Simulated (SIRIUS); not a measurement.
**Sn: band structure with PBE**

Crystal: Sn.

```
CELL_PARAMETERS angstrom
-2.94014 2.94014 1.59930
2.94014 -2.94014 1.59930
2.94014 2.94014 -1.59930
ATOMIC_POSITIONS crystal
Sn 0.00000 0.00000 0.00000
Sn 0.75000 0.25000 0.50000
```

| Item | Value |
| --- | --- |
| Program | SIRIUS 7.12.0 |
| Task | band structure |
| Functional | PBE |
| Potentials or basis | all-electron FP-LAPW (ZORA valence) |
| Cutoff | 149 eV |
| Basis | apw+lo standard |
| k mesh | 9 × 9 × 9 |
| Occupations | fermi-dirac, width 0.05 eV |
| Spin | no spin polarisation |
| Muffin tin radii | Sn 2.54 bohr |
| Basis cutoff (gk_cutoff) | 3.31 1/bohr |
| Cutoff of density and potential (pw_cutoff) | 20 1/bohr |
| lmax of the basis | 10 |
| lmax of density and potential | 8 |
| Valence relativity | zora |
| Core states | Sn 1s2s2p3s3p3d |
| Local orbitals (radial functions) | Sn 14 |
| Reference energy of the basis | 0.23 Ha |
| Smallest sphere radius times basis cutoff | 8.41 |
| Core relativity | dirac |
| Start of the SCF | LDA density |

```yaml
Band_gap_along_the_path: none (metal or under the smearing width)
All_electrons_inside_the_program's_atomic_spheres: Sn 47.96 (radii Sn 2.54 bohr)
```

Levels at the corners of the path, in eV from the Fermi level:
```csv
point,band 18,band 19,band 20,band 21,band 22,band 23,band 24,band 25,band 26,band 27
Γ,-21.17,-11.01,-3.71,-1.95,-1.95,2.99,6.11,6.11,6.73,6.83
X,-21.29,-8.81,-8.81,0.58,0.58,1.53,1.53,5.95,5.95,9.44
M,-21.35,-7.52,-7.52,-4.71,-4.71,4.99,4.99,9.18,9.18,12.47
Γ,-21.17,-11.01,-3.71,-1.95,-1.95,2.99,6.11,6.11,6.73,6.83
Z,-21.25,-6.48,-5.56,-2.99,-2.85,-2.85,2.97,5.49,5.49,8.46
P,-21.27,-5.95,-5.95,-3.47,-3.47,3.51,3.51,3.86,3.86,6.72
N,-21.23,-6.88,-5.35,-2.34,-1.68,-1.11,2.26,2.80,4.58,7.12
Z1,-21.25,-6.48,-5.56,-2.99,-2.85,-2.85,2.97,5.49,5.49,8.46
M,-21.35,-7.52,-7.52,-4.71,-4.71,4.99,4.99,9.18,9.18,12.47
```

Wall time 2.1 min on 1 thread of Arm Neoverse N1 (shared host), peak memory 0.58 GiB.

Caveat: spin-orbit coupling is left out, which moves the levels of the heavy elements.
